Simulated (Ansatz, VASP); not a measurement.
## One calculation of Mo, two programs

The input INCAR:

```
PREC = Accurate
ENCUT = 520
EDIFF = 1E-6
ISMEAR = 0
SIGMA = 0.15
LREAL = F
LASPH = T
NELM = 80
ALGO = Normal
ISIF = 2
LWAVE = F
LCHARG = F
GGA = PS
NBANDS = 13
```

The input KPOINTS:

```
Automatic mesh
0
Gamma
  18 18 18
```

POSCAR

```
Mo
1.0
    2.6944777412      0.0000000000      0.0000000000
   -1.3472388706      2.3334861739      0.0000000000
    0.0000000000      0.0000000000      2.5551807000
Mo
1
Direct
    0.0000000000      0.0000000000      0.5000000000
```

Input for Ansatz:

```yaml
crystal:
  lattice:
    - [2.6944777412, 0.0, 0.0]
    - [-1.3472388706, 2.3334861739, 0.0]
    - [0.0, 0.0, 2.5551807]
  atoms:
    - { symbol: Mo, position: [0.0, 0.0, 0.5] }
basis:
  ecutwfc: 420
kpoints:
  mp_grid: { grid: [18, 18, 18] }
hamiltonian:
  xc: pbesol
scf:
  occupations: { method: gaussian, width: 0.15 }
output:
  forces: true
  stress: true
  eigenvalues: true
```

Change from the starting cell: strain -0.015 along x and y, +0.000 along z, atoms carried along.

Alike in both runs: task single point; functional PBEsol; k mesh 18 × 18 × 18; occupations gaussian, width 0.15 eV; no spin polarisation.

|  | VASP | Ansatz |
| --- | --- | --- |
| version | VASP 6.6.1 | Ansatz 0.2.0 |
| potentials or method | VASP PAW PBE potentials, release 64 (Mo_sv) | scalar-relativistic, plane waves, PAW |
| plane-wave cutoff (eV) | 520 | 420 |
| valence electrons in the cell | 14 | 14 |

|  | VASP | Ansatz | Ansatz less VASP |
| --- | --- | --- | --- |
| gap on the k mesh at the Fermi level (eV) | none | none | - |
| pressure (GPa) | 3.8 | 3.3 | -0.56 |
| largest component of the traceless stress (GPa) | 8.61 | 8.68 | +0.069 |

A gap of «none» marks a metal or a gap that the smearing closes.

Caveats: the PAW data sets were made with another functional, which shifts forces and pressure a little (VASP).
